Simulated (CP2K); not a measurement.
# Mg in CP2K: the effect of functional

The system is Mg.

```xyz
1
Lattice="3.0705 0.0000 0.0000 -1.0235 2.8949 0.0000 -1.0235 -1.4475 2.5071" Properties=species:S:1:pos:R:3 pbc="T T T"
Mg    0.0000    0.0000    0.0000
```

This isn't the form of Mg at room conditions, which is hcp.

Alike in all runs:

| Item | Value |
| --- | --- |
| Program | CP2K 2026.2 |
| Potentials or basis | POTENTIAL_UZH Mg GTH-PBE-q10; TZVP-MOLOPT-PBE-GTH basis |
| Density cutoff | 19048 eV |
| k mesh | 11 × 11 × 11 |
| Occupations | fermi-dirac, width 0.05 eV |
| Spin | no spin polarisation |

Task: One run gave: pressure 2.8 GPa. Which functional did it use?
A. LDA
B. BLYP
C. PBEsol
D. SCAN
E. WC

Result: B.

```csv
functional,pressure (GPa)
LDA,-0.1
PBEsol,1.3
vdW-DF-cx,2.1
BLYP,2.8
WC,1.5
SCAN,0.7
```

Caveats: the potentials were made for another functional, which shifts forces and pressure; the basis of atomic orbitals isn't converged, which shifts pressures, moduli and gaps.

Runs at the PBE level aren't shown here.
